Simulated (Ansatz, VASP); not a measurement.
# Co8Cl: VASP beside Ansatz

Aim: how closely do two programs agree when they are given the same cell, functional and k mesh? Of the first pair: The structure shown is the start of the Ansatz relaxation below; VASP solves that cell, so the two are compared at the walk's first step.

Main program and level: Ansatz 0.2.0; plane waves, with VASP 6.6.1 beside it; single point at PBE.

## Step 1: Starting point

The cell holds 9 atoms: 8 Co and 1 Cl. Cell: a = 4.985 Å, b = 2.493 Å, c = 22.733 Å, α = 90.0°, β = 90.0°, γ = 60.0°. It derives from Co. Vacuum lies along c.

## Step 2: Ansatz: relaxation, PBE

Ansatz runs on its PAW soft_1 files.

The two programs are compared at the cell with which this relaxation starts, whose forces are those of its first step.

The input, input.yaml:

```yaml
crystal:
  lattice:
    - [4.9850478066, 0.0, 0.0]
    - [1.2462619517, 2.1585855208, 0.0]
    - [0.0, 0.0, 22.732525875]
  atoms:
    - { symbol: Co, position: [0.833333, 0.666667, 0.328937], spin: 1.6 }
    - { symbol: Co, position: [0.333333, 0.666667, 0.328937], spin: 1.6 }
    - { symbol: Co, position: [0.0, 0.0, 0.41775], spin: 1.6 }
    - { symbol: Co, position: [0.5, 0.0, 0.41775], spin: 1.6 }
    - { symbol: Co, position: [0.833333, 0.666667, 0.506563], spin: 1.6 }
    - { symbol: Co, position: [0.333333, 0.666667, 0.506563], spin: 1.6 }
    - { symbol: Co, position: [0.0, 0.0, 0.595376], spin: 1.6 }
    - { symbol: Co, position: [0.5, 0.0, 0.595376], spin: 1.6 }
    - { symbol: Cl, position: [0.333333, 0.666667, 0.671063] }
  periodic: [true, true, false]
kpoints:
  mp_grid: { grid: [6, 12, 1] }
hamiltonian:
  xc: pbe
  pseudopotentials: { kind: paw, azcp: { folder: soft_1 } }
scf:
  occupations: { method: gaussian, width: 0.1 }
output:
  forces: true
  eigenvalues: true
  populations: true
magnetization:
  spin_polarized: true
relax:
  adjacent_minimum: "off"
  f_tol: 0.003
  max_steps: 120
  constraints: [{ sites: [0, 1, 2, 3] }]
```

On the command line:

```
ansatz run input.yaml --threads 8 --pin off --max-ram 20480MiB --backend cpu --events-out ev --progress --plain --runs-dir out
```

Numbers of over 12 decimals in the logs are rounded to 6 here.

The log of the run:

```text
Warning: crystal.periodic: the lattice vector that does not repeat stood 0.000° off the slab's normal, 22.733 Å along it as the deck builds it. The run solves the slab on a vector along the normal, 39.355 Å long, with every atom where it was (on the deck's vector they left 14.96 Å outside them, and the widest stretch free of ions among them is 2.02 Å). A fractional position that the run reports is one of the run's ce [...]
Warning: crystal.lattice, of which some number shows no typed digit to judge by, misses the space group found at crystal.symmetry.tolerance 1.0e-5 by more than rounding, which is why this is a warning: the operation that it misses by the most changes a squared length by the fraction 2.81e-6, and from 1e-6 on that is taken for a strain and not for rounding. The run uses the lattice that is a stretch of the typed one,  [...]
The last accepted step is kept in <dir> (removed where the run ends without a failure and the disk answers)
[...]
SCF 6 converged in 8 iterations: F = -42086.743942 eV  dr2 = 9.99e-9
relax step   6: F+E_penalty+E_count = -42086.74394159 eV  Δ(F+E_penalty+E_count) = -3.136e-5 eV  max|allowed force component| = 2.222e-3 eV/Å  Δτ_max = 0.0039 Å  (8 SCF iters, dr2 threshold 1.03e-8 eV, accepted)
iter 1 solved again at ethr=1.48e-12 eV; its pass at ethr=3.10e-3 eV (dr2=2.11e-9 eV) is discarded
SCF iter   1: F=—  HF=-42086.743942 eV  |F-HF|=—  |Δ(HF+E_count)|=         —  Δρ=4.69e-7 (↑4.69e-7 ↓2.90e-7)  dr2=2.06e-9  dr2_m=2.91e-10  M=13.519 μB ∫|m|=14.870 μB  β_m=0.65  ethr=1.48e-12  ⟨swp⟩=2.1  Hψ=14997  notcnv=0
spin=Collinear: LDOS preconditioning applied to the charge; magnetization (m = ρ↑ − ρ↓) channel mixes plain (no charge-response kernel on spin).
SCF iter   2: F=—  HF=-42086.743942 eV  |F-HF|=—  |Δ(HF+E_count)|=   4.85e-9  Δρ=9.90e-7 (↑4.55e-7 ↓9.90e-7)  dr2=1.13e-8  dr2_m=5.03e-10  M=13.519 μB ∫|m|=14.870 μB  β_m=0.34  ethr=1.44e-12  ⟨swp⟩=3.0  Hψ=9981  notcnv=0
SCF iter   3: F=-42086.743942 eV  HF=-42086.743942 eV  |F-HF|=2.82e-9  |Δ(HF+E_count)|=  3.93e-10  Δρ=6.32e-7 (↑1.25e-7 ↓6.32e-7)  dr2=5.21e-9  dr2_m=4.38e-10  M=13.519 μB ∫|m|=14.870 μB  ethr=1.44e-12  ⟨swp⟩=5.6  Hψ=19435  notcnv=0
SCF 7 converged in 3 iterations: F = -42086.743942 eV  dr2 = 5.21e-9
relax step   7: F+E_penalty+E_count = -42086.74394159 eV  Δ(F+E_penalty+E_count) = -2.583e-9 eV  max|allowed force component| = 2.199e-3 eV/Å  Δτ_max = 0.0000 Å  (3 SCF iters, accepted)
SCF converged after 3 iterations
Magnetization: 13.5192 μB (78.2596 up, 64.7404 down)
Absolute magnetization: 14.8852 μB (∫|ρ↑−ρ↓|, with the PAW one-centre terms)
Spin contamination: 0.3057 ħ² per cell (⟨S²⟩ above its minimum at these occupations)
Per-site moments (μB) at R_I (Å): [(1.797188, 1.022719), (1.806592, 1.022719), (1.759831, 1.022719), (1.759748, 1.022719), (1.673709, 0.991933), (1.773103, 0.992131), (1.777209, 0.963876), (1.697604, 0.988289), (0.018713, 0.963876)]
Free energy (F): -42086.743942 eV
Harris-Foulkes:  -42086.743942 eV  (|F-HF|=2.82e-9)
Internal energy: -42086.699430 eV  (E = F + TS)
E sigma→0 (E₀):  -42086.721686 eV
Entropy (-TS):   -0.044512 eV (-4.946 meV/atom)
Fermi energy:    -4.767175 eV
--- Per-component energies (eV) ---
  E_band       = -5238.562491
  E_kinetic    = 2485.371766
  E_local      = -1226664.678482  (includes V_loc(G=0)·N_el)
  E_nonlocal   = 3514.096577
  E_hartree    = 610466.944749
  E_xc         = -841.622644
  E_vxc        = -1061.133093  (∫ρ·V_xc dr)
  E_paw        = -13237.008864  (= ΣΔE_a)
  E_vpaw       = -4446.096280  (= ΣTr[D̂ρ^β])
  E_aug_tail   = 0.000046  (compensation charges beyond the density's cutoff)
  E_ewald      = 582190.197422
  E_smearing   = -0.044512  (= −TS)
  E_closure    = -0.000000  (closes the sum)
  Σ components = -42086.743942   (vs F -42086.743942, Δ=0.00e0)
--- Forces (eV/Å), atoms counted from 1 ---
  atom   1  Co    -0.00396734     0.00229055     0.40365399
  atom   2  Co    -0.00778978     0.00449743     0.42708374
  atom   3  Co     0.03374525    -0.01948283    -0.37387737
  atom   4  Co    -0.02185925     0.01262044    -0.45792858
  atom   5  Co    -0.00036720     0.00021200    -0.00219876
  atom   6  Co     0.00055196    -0.00031868     0.00180622
  atom   7  Co     0.00099539    -0.00057469     0.00052749
  atom   8  Co     0.00043807    -0.00025292     0.00000354
  atom   9  Cl    -0.00174773     0.00100906     0.00090016
  max |Σ_I F_I| component: 2.96e-5 eV/Å
--- Band table (eV; the first three rows and the last of 50) ---
  k-point 0 ↑: bands = ["-100.9637", "-100.9231", "-100.9053", "-100.8842", "-100.8728", "-100.8503", "-100.8285", "-100.7948", "-64.3728", "-64.3375", "-64.3190", "-64.2823", "-64.2535", "-64.2181", "-64.1929", "-64.1513", "-64.1407", "-64.1236", "-64.1162", "-64.1122", "-64.1013", "-64.0920", "-64.0569", "-64.0502", "-64.0345", "-64.0248", "-64.0121", "-63.9723", "-63.9702", "-63.9541", "-63.9188", "-63.9154", "-22 [...]
  k-point 1 ↑: bands = ["-100.9617", "-100.9209", "-100.9033", "-100.8841", "-100.8727", "-100.8496", "-100.8263", "-100.7948", "-64.3667", "-64.3300", "-64.3135", "-64.2759", "-64.2519", "-64.2156", "-64.1933", "-64.1600", "-64.1375", "-64.1295", "-64.1239", "-64.1151", "-64.1005", "-64.0939", "-64.0616", "-64.0562", "-64.0456", "-64.0303", "-64.0195", "-63.9833", "-63.9790", "-63.9581", "-63.9317", "-63.9214", "-22 [...]
  k-point 2 ↑: bands = ["-100.9564", "-100.9150", "-100.8976", "-100.8837", "-100.8722", "-100.8478", "-100.8205", "-100.7946", "-64.3507", "-64.3126", "-64.3003", "-64.2626", "-64.2475", "-64.2169", "-64.1971", "-64.1743", "-64.1574", "-64.1417", "-64.1332", "-64.1191", "-64.0987", "-64.0937", "-64.0820", "-64.0752", "-64.0640", "-64.0439", "-64.0344", "-64.0132", "-63.9995", "-63.9724", "-63.9659", "-63.9317", "-22 [...]
  k-point 24 ↓: bands = ["-98.8090", "-98.7896", "-98.7700", "-98.7404", "-98.7239", "-98.7035", "-98.6191", "-98.6157", "-62.2920", "-62.2458", "-62.2280", "-62.2130", "-62.1709", "-62.1692", "-62.1624", "-62.1249", "-62.1007", "-62.0995", "-62.0850", "-62.0821", "-62.0583", "-62.0568", "-62.0524", "-62.0478", "-62.0365", "-62.0024", "-61.9959", "-61.9631", "-61.9413", "-61.9387", "-61.9058", "-61.9040", "-20.2053", [...]
  ° read free of the cell's end (the report's vacuum.weakly_bound_levels)
  °? not known for the slab's own: over its row's bound_up_to_ev there, or no deeper under its free states than its continued_xc_part_ev in size
--- Relaxed structure (7 steps of the walk, 7 accepted, 0 SCFs on fresh bases) ---
  F+E_penalty+E_count = -42086.74394159 eV   max|allowed force component| = 2.199e-3 eV/Å
  cell:  # Å, volume = 423.4831 Å³
    - [4.985045, -1.749514725373084e-6, 0.0]
    - [1.246260, 2.158586, 0.0]
    - [0.0, 0.0, 39.354776]
  atoms:
    - { symbol: Co, position: [0.833333, 0.666667, 0.190004] }
    - { symbol: Co, position: [0.333333, 0.666667, 0.190004] }
    - { symbol: Co, position: [0.0, 0.0, 0.241305] }
    - { symbol: Co, position: [0.5, 0.0, 0.241305] }
    - { symbol: Co, position: [0.832356, 0.667644, 0.293359] }
    - { symbol: Co, position: [0.333198, 0.666802, 0.293511] }
    - { symbol: Co, position: [-0.0017686, 0.0017686, 0.342345] }
    - { symbol: Co, position: [0.505021, -0.00502136, 0.344206] }
    - { symbol: Cl, position: [0.304363, 0.695637, 0.391310] }
--- Löwdin populations: 9 sites ---
  site symbol       q [e]    m [muB]
     0     Co     16.7846     1.7942
     1     Co     16.7838     1.8039
     2     Co     16.7745     1.7590
     3     Co     16.7781     1.7552
     4     Co     16.7714     1.6716
     5     Co     16.7639     1.7729
     6     Co     16.6786     1.7609
     7     Co     16.6499     1.6728
     8     Cl      7.2066     0.0451
  spilling = 0.012647 (of n_electrons = 143.000000)
```

(Part 1 of 3 ends here.)

[Lines on the potential files, build, host, timing and source positions are cut from VASP's logs without a mark.]

[Logs are printed without paths, hosts, clocks, repeated set-up lines and the standing remarks that a program may print on its own settings, such as how far it seeks lower states.]

[Hosts, paths, dates, database ids (printed as entryN), source tags and the programs' standing remarks are cut or masked in the printed files.]
